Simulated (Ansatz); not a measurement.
# BaTiO3: the cost of one run

Computed with Ansatz 0.2.0 (DFT PBE, scalar-relativistic, plane waves, PAW, unless a step's input says otherwise).

## (1) Starting point

Symmetry: R3m, No. 160, trigonal system. The conventional cell has a = 5.655 Å, b = 5.655 Å, c = 6.955 Å, α = 90.00°, β = 90.00°, γ = 120.00°. Around Ba (site symmetry 3m) lie 12 O at 2.79 to 2.89 Å. Ti (site symmetry 3m) is surrounded by 6 O at 1.87 to 2.14 Å. Around O (site symmetry m) lie 2 Ti at 1.87 to 2.14 Å.

Coordinates:

```
CELL_PARAMETERS angstrom
5.65473 3.26476 4.63679
-5.65473 3.26476 4.63679
0.00000 -6.52952 4.63679
ATOMIC_POSITIONS crystal
Ba 0.00000 0.00000 0.00000
Ba 0.00000 0.00000 0.50000
Ba 0.00000 0.50000 0.00000
Ba 0.00000 0.50000 0.50000
Ba 0.50000 0.00000 0.00000
Ba 0.50000 0.00000 0.50000
Ba 0.50000 0.50000 0.00000
Ba 0.50000 0.50000 0.50000
Ti 0.24225 0.24225 0.24225
Ti 0.24225 0.24225 0.74225
Ti 0.24225 0.74225 0.24225
Ti 0.24225 0.74225 0.74225
Ti 0.74225 0.24225 0.24225
Ti 0.74225 0.24225 0.74225
Ti 0.74225 0.74225 0.24225
Ti 0.74225 0.74225 0.74225
O 0.25430 0.25430 0.00875
O 0.25430 0.25430 0.50875
O 0.25430 0.75430 0.00875
O 0.25430 0.75430 0.50875
O 0.75430 0.25430 0.00875
O 0.75430 0.25430 0.50875
O 0.75430 0.75430 0.00875
O 0.75430 0.75430 0.50875
O 0.00875 0.25430 0.25430
O 0.00875 0.25430 0.75430
O 0.00875 0.75430 0.25430
O 0.00875 0.75430 0.75430
O 0.50875 0.25430 0.25430
O 0.50875 0.25430 0.75430
O 0.50875 0.75430 0.25430
O 0.50875 0.75430 0.75430
O 0.25430 0.00875 0.25430
O 0.25430 0.00875 0.75430
O 0.25430 0.50875 0.25430
O 0.25430 0.50875 0.75430
O 0.75430 0.00875 0.25430
O 0.75430 0.00875 0.75430
O 0.75430 0.50875 0.25430
O 0.75430 0.50875 0.75430
```

The runs take a perfect supercell of 40 atoms; the defect goes to fractional position (0.254, 0.254, 0.009).

## (2) The perfect supercell

Contents of input.yaml:

```yaml
crystal:
  lattice:
    - [5.654733, 3.264762, 4.636787]
    - [-5.654733, 3.264762, 4.636787]
    - [0.0, -6.529523, 4.636787]
  atoms:
    - { symbol: Ba, position: [0.0, 0.0, 0.0] }
    - { symbol: Ba, position: [0.0, 0.0, 0.5] }
    - { symbol: Ba, position: [0.0, 0.5, 0.0] }
    - { symbol: Ba, position: [0.0, 0.5, 0.5] }
    - { symbol: Ba, position: [0.5, 0.0, 0.0] }
    - { symbol: Ba, position: [0.5, 0.0, 0.5] }
    - { symbol: Ba, position: [0.5, 0.5, 0.0] }
    - { symbol: Ba, position: [0.5, 0.5, 0.5] }
    - { symbol: Ti, position: [0.24225, 0.24225, 0.24225] }
    - { symbol: Ti, position: [0.24225, 0.24225, 0.74225] }
    - { symbol: Ti, position: [0.24225, 0.74225, 0.24225] }
    - { symbol: Ti, position: [0.24225, 0.74225, 0.74225] }
    - { symbol: Ti, position: [0.74225, 0.24225, 0.24225] }
    - { symbol: Ti, position: [0.74225, 0.24225, 0.74225] }
    - { symbol: Ti, position: [0.74225, 0.74225, 0.24225] }
    - { symbol: Ti, position: [0.74225, 0.74225, 0.74225] }
    - { symbol: O, position: [0.2543, 0.2543, 0.00875] }
    - { symbol: O, position: [0.2543, 0.2543, 0.50875] }
    - { symbol: O, position: [0.2543, 0.7543, 0.00875] }
    - { symbol: O, position: [0.2543, 0.7543, 0.50875] }
    - { symbol: O, position: [0.7543, 0.2543, 0.00875] }
    - { symbol: O, position: [0.7543, 0.2543, 0.50875] }
    - { symbol: O, position: [0.7543, 0.7543, 0.00875] }
    - { symbol: O, position: [0.7543, 0.7543, 0.50875] }
    - { symbol: O, position: [0.00875, 0.2543, 0.2543] }
    - { symbol: O, position: [0.00875, 0.2543, 0.7543] }
    - { symbol: O, position: [0.00875, 0.7543, 0.2543] }
    - { symbol: O, position: [0.00875, 0.7543, 0.7543] }
    - { symbol: O, position: [0.50875, 0.2543, 0.2543] }
    - { symbol: O, position: [0.50875, 0.2543, 0.7543] }
    - { symbol: O, position: [0.50875, 0.7543, 0.2543] }
    - { symbol: O, position: [0.50875, 0.7543, 0.7543] }
    - { symbol: O, position: [0.2543, 0.00875, 0.2543] }
    - { symbol: O, position: [0.2543, 0.00875, 0.7543] }
    - { symbol: O, position: [0.2543, 0.50875, 0.2543] }
    - { symbol: O, position: [0.2543, 0.50875, 0.7543] }
    - { symbol: O, position: [0.7543, 0.00875, 0.2543] }
    - { symbol: O, position: [0.7543, 0.00875, 0.7543] }
    - { symbol: O, position: [0.7543, 0.50875, 0.2543] }
    - { symbol: O, position: [0.7543, 0.50875, 0.7543] }
basis:
  ecutwfc: 420
  fft_grid_basis: typed
kpoints:
  mp_grid: { grid: [3, 3, 3] }
hamiltonian:
  xc: pbe
  pseudopotentials: { kind: paw }
scf:
  occupations: { method: gaussian, width: 0.05 }
output:
  forces: true
  stress: false
  eigenvalues: true
  bader: false
  write_density: true
  volumetric_format: npy
```

Run with:

```sh
ansatz run input.yaml --threads 4 --pin off --max-ram 10240MiB --backend cpu --events-out ev --progress --plain --runs-dir out
```

**Question.** How long does this run take on 4 threads of AMD EPYC 9R45 (Zen 5), shared host, and how much memory does it need?

About 5.2 s, with a peak of 2.2 GiB.
